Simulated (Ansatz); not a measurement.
Run record: Co

The cell (2 atoms) is Co as a measured crystal structure (space group Fm-3m, primitive cell doubled). Source: COD entry 9011619, which need not be the ambient phase.

Level of theory: DFT, PBE, PAW, plane waves, scalar-relativistic in Ansatz.

The input:

```yaml
crystal:
  lattice:
    - [0.0, 3.573, 3.573]
    - [1.7865, 0.0, 1.7865]
    - [1.7865, 1.7865, 0.0]
  atoms:
    - { symbol: Co, position: [0.0, 0.0, 0.0], spin: 3.0 }
    - { symbol: Co, position: [0.5, 0.0, 0.0], spin: -3.0 }
magnetization:
  spin_polarized: true
hamiltonian:
  xc: pbe
  pseudopotentials: { kind: paw }
basis:
  ecutwfc: 420
kpoints:
  mp_grid: { grid: [7, 13, 13] }
scf:
  occupations: { method: fermi_dirac, width: 0.05 }
  lower_state_search: "off"
output:
  forces: true
  stress: true
```

What the program printed (shortened):

```
Warning: crystal.symmetry: narrowed to the stabiliser of the k-point mesh — unitary ops 12 → 4; excluded 8 operations that carry a point of the 7×13×13 mesh (shift [0, 0, 0]) off the mesh (the run samples exactly the mesh kpoints.mp_grid names, as under crystal.symmetry.detect: false, and its converged state has the mesh's symmetry, not the crystal's; [...]
Pseudopotentials: kind: paw
Pseudopotential: Co, paw, valence charge 17, recommended cutoff 420 eV (normal), Co.paw.azcp
Functional definition: PBE
Crystal: 2 atoms, lattice volume = 22.807 Å³
Basis set: ecut = 420 eV, 457 PW (Γ), exchange–correlation on 72×36×36 points (8 copies of the dense FFT grid, shifted against one another)
Bands: 24, of which v1, the nominal top of the filled ones, is band 17 counted from 1 (16 counted from 0)
Symmetry: 4 space group operations
k-points: 322 of 1183
Non-local potential: Co, projectors of the file, l = 0: 3, l = 1: 2, l = 2: 3, l = 3: 1
Initial density: superposition of atomic densities (chi_scale 0.1, normalization cell)
Starting moments: Σ|m| = 6 μB on 2 of 2 sites
Initial wavefunctions: pseudopotential atomic-orbital guess
Functional: x = pbe(κ = 0.804, μ = 0.2195149727645171), c = pbe(β = 0.06672455060314922)
spin-down is spin-up translated by (0.5, 0, 0): one eigenproblem is solved per k-point and the antiferromagnetic symmetry of the starting moments is kept exactly by this SCF (crystal.symmetry.spin_inversion_symmetry: false solves both channels; [...]
iter 1 solved again at ethr=1.03e-3 eV; its pass at ethr=3.10e-3 eV (dr2=3.50e-1 eV) is discarded
SCF iter   1: F=—  HF=-10251.266701 eV  |F-HF|=—  |Δ(HF+E_count)|=         —  Δρ=1.14e-1 (↑1.14e-1 ↓1.14e-1)  dr2=3.50e-1  dr2_m=2.55e0  M=0.000 μB ∫|m|=3.945 μB  β_m=0.30  ethr=1.03e-3  ⟨swp⟩=1.4  Hψ=39829  notcnv=0
Mixer restart at iter 1: flushing history
preconditioner: auto → none  [metal: Δε(μ)=0.002 eV  Ē_g=10.517 eV  σ=0.050 eV  W_gap=0.01  n_scr=2 (ndim 8)  ℏωp=33.0 eV  f_vac=0.000  D(μ)=3.06/eV (n_scr^D=36)  sad-step TF]
spin-set hold released at iteration 1 (the charge has settled, or the pull on large starting moments outlasts its swing): the magnetisation degrees of freedom join the quasi-Newton model from the next iteration; the mixer history was flushed
SCF iter   2: F=—  HF=-10251.428297 eV  |F-HF|=—  |Δ(HF+E_count)|=   1.62e-1  Δρ=8.97e-2 (↑8.97e-2 ↓8.97e-2)  dr2=5.65e-2  dr2_m=1.65e0  M=0.000 μB ∫|m|=3.782 μB  β_m=0.64  ethr=1.03e-3  ⟨swp⟩=2.0  Hψ=9673  notcnv=0
SCF iter   3: F=—  HF=-10252.299351 eV  |F-HF|=—  |Δ(HF+E_count)|=   8.71e-1  Δρ=7.47e-2 (↑7.47e-2 ↓7.47e-2)  dr2=2.30e0  dr2_m=1.90e-1  M=0.000 μB ∫|m|=3.144 μB  β_m=0.48  ethr=1.66e-4  ⟨swp⟩=3.1  Hψ=19229  notcnv=0  defer=205
SCF iter   4: F=—  HF=-10251.802449 eV  |F-HF|=—  |Δ(HF+E_count)|=   4.97e-1  Δρ=1.58e-2 (↑1.58e-2 ↓1.58e-2)  dr2=2.43e-2  dr2_m=3.66e-2  M=0.000 μB ∫|m|=2.888 μB  β_m=0.74  ethr=1.66e-4  ⟨swp⟩=3.2  Hψ=19230  notcnv=0  defer=303
SCF iter   5: F=—  HF=-10251.818918 eV  |F-HF|=—  |Δ(HF+E_count)|=   1.65e-2  Δρ=8.87e-3 (↑8.87e-3 ↓8.87e-3)  dr2=1.97e-2  dr2_m=7.15e-3  M=0.000 μB ∫|m|=2.712 μB  β_m=0.87  ethr=7.16e-5  ⟨swp⟩=2.4  Hψ=13101  notcnv=0  defer=306
SCF iter   6: F=—  HF=-10251.821178 eV  |F-HF|=—  |Δ(HF+E_count)|=   2.26e-3  Δρ=2.74e-3 (↑2.74e-3 ↓2.74e-3)  dr2=1.02e-3  dr2_m=8.49e-4  M=0.000 μB ∫|m|=2.573 μB  β_m=0.80  ethr=5.80e-5  ⟨swp⟩=2.0  Hψ=12087  notcnv=0  defer=306
SCF iter   7: F=—  HF=-10251.821486 eV  |F-HF|=—  |Δ(HF+E_count)|=   3.08e-4  Δρ=1.62e-3 (↑1.62e-3 ↓1.62e-3)  dr2=8.32e-4  dr2_m=1.64e-4  M=0.000 μB ∫|m|=2.537 μB  β_m=0.90  ethr=3.01e-6  ⟨swp⟩=2.5  Hψ=12408  notcnv=0  defer=306
SCF iter   8: F=—  HF=-10251.821657 eV  |F-HF|=—  |Δ(HF+E_count)|=   1.71e-4  Δρ=5.47e-4 (↑5.47e-4 ↓5.47e-4)  dr2=1.11e-4  dr2_m=9.97e-6  M=0.000 μB ∫|m|=2.501 μB  β_m=0.91  ethr=2.45e-6  ⟨swp⟩=2.0  Hψ=10458  notcnv=0  defer=306
SCF iter   9: F=—  HF=-10251.821662 eV  |F-HF|=—  |Δ(HF+E_count)|=   4.81e-6  Δρ=3.09e-4 (↑3.09e-4 ↓3.09e-4)  dr2=2.70e-5  dr2_m=7.05e-6  M=0.000 μB ∫|m|=2.500 μB  β_m=0.95  ethr=3.28e-7  ⟨swp⟩=1.0  Hψ=7466  notcnv=0  defer=306
SCF iter  10: F=—  HF=-10251.821660 eV  |F-HF|=—  |Δ(HF+E_count)|=   2.59e-6  Δρ=2.01e-4 (↑2.01e-4 ↓2.01e-4)  dr2=6.02e-6  dr2_m=2.13e-6  M=0.000 μB ∫|m|=2.500 μB  β_m=0.81  ethr=7.93e-8  ⟨swp⟩=2.3  Hψ=11213  notcnv=0  defer=306
SCF iter  11: F=—  HF=-10251.821661 eV  |F-HF|=—  |Δ(HF+E_count)|=   1.18e-6  Δρ=5.55e-5 (↑5.55e-5 ↓5.55e-5)  dr2=5.10e-7  dr2_m=2.89e-7  M=0.000 μB ∫|m|=2.501 μB  β_m=0.90  ethr=1.77e-8  ⟨swp⟩=2.7  Hψ=13026  notcnv=0  defer=306
SCF iter  12: F=—  HF=-10251.821662 eV  |F-HF|=—  |Δ(HF+E_count)|=   6.89e-7  Δρ=2.31e-5 (↑2.31e-5 ↓2.31e-5)  dr2=6.63e-8  dr2_m=5.16e-8  M=0.000 μB ∫|m|=2.502 μB  β_m=0.95  ethr=2.94e-10  ⟨swp⟩=2.7  Hψ=28512  notcnv=0
SCF iter  13: F=—  HF=-10251.821662 eV  |F-HF|=—  |Δ(HF+E_count)|=   1.55e-7  Δρ=2.18e-5 (↑2.18e-5 ↓2.18e-5)  dr2=1.00e-7  dr2_m=1.41e-8  M=0.000 μB ∫|m|=2.502 μB  β_m=0.76  ethr=1.95e-10  ⟨swp⟩=4.0  Hψ=23714  notcnv=0
SCF iter  14: F=-10251.821662 eV  HF=-10251.821662 eV  |F-HF|=3.15e-8  |Δ(HF+E_count)|=   2.56e-8  Δρ=1.07e-5 (↑1.07e-5 ↓1.07e-5)  dr2=3.85e-8  dr2_m=6.97e-9  M=0.000 μB ∫|m|=2.502 μB  ethr=1.95e-10  ⟨swp⟩=1.9  Hψ=24462  notcnv=0
SCF 1 converged in 14 iterations: F = -10251.821662 eV  dr2 = 3.85e-8
  greatest PAW one-centre occupation: 1.001 electrons in one spin orbital (limit 2), on the Co atom at site 1 (counted from 0), in its partial waves of l = 1
SCF converged after 14 iterations
Magnetization: 0.0000 μB (17.0000 up, 17.0000 down)
Absolute magnetization: 2.5021 μB (∫|ρ↑−ρ↓|, with the PAW one-centre terms)
Spin contamination: 0.9645 ħ² per cell (⟨S²⟩ above its minimum at these occupations)
Per-site moments (μB) at R_I (Å): [(1.2230, 1.0421), (-1.2230, 1.0421)]
Free energy (F): -10251.821662 eV
Harris-Foulkes:  -10251.821662 eV  (|F-HF|=3.15e-8)
Internal energy: -10251.786037 eV  (E = F + TS)
E sigma→0 (E₀):  -10251.803849 eV
Entropy (-TS):   -0.035625 eV (-17.812 meV/atom)
Fermi energy:    17.576786 eV
--- Per-component energies (eV) ---
  E_band       = -523.423675
  E_kinetic    = 904.445721
  E_local      = -5804.097627  (includes V_loc(G=0)·N_el)
  E_nonlocal   = 907.459936
  E_hartree    = 2426.341600
  E_xc         = -316.940778
  E_vxc        = -408.918142  (∫ρ·V_xc dr)
  E_paw        = -3028.974808  (= ΣΔE_a)
  E_vpaw       = -975.015896  (= ΣTr[D̂ρ^β])
  E_aug_tail   = 0.000142  (compensation charges beyond the density's cutoff)
  E_ewald      = -5340.020223
  E_smearing   = -0.035625  (= −TS)
  E_closure    = 0.000000  (closes the sum)
  Σ components = -10251.821662   (vs F -10251.821662, Δ=0.00e0)
--- Forces (eV/Å), atoms counted from 1 ---
  atom   1  Co     0.00000000     0.00000000     0.00000000
  atom   2  Co     0.00000000     0.00000000     0.00000000
  max |Σ_I F_I| component: 5.05e-29 eV/Å
--- Stress (GPa, compression-positive) ---
      -13.140306      -1.779525      -1.779525
       -1.779533     -12.941061       1.732920
       -1.779533       1.732920     -12.941061
  P = ⅓ Tr σ = -13.0075 GPa (-130.075 kbar)
```

Among 12 converged runs of this cell from various starts and settings, this end is 217 meV/atom above the lowest found (ferromagnetic, site moments Co1 -1.74, Co2 -1.74 μB, total -3.34 μB per cell, no gap on the k-mesh).

The mesh has less symmetry than the lattice, which lowers the symmetry of the run.

The run took 7.4 s on 2 threads of Intel(R) Xeon(R) Platinum 8375C CPU @ 2.90GHz, on a shared host, peak memory 0.53 GiB.
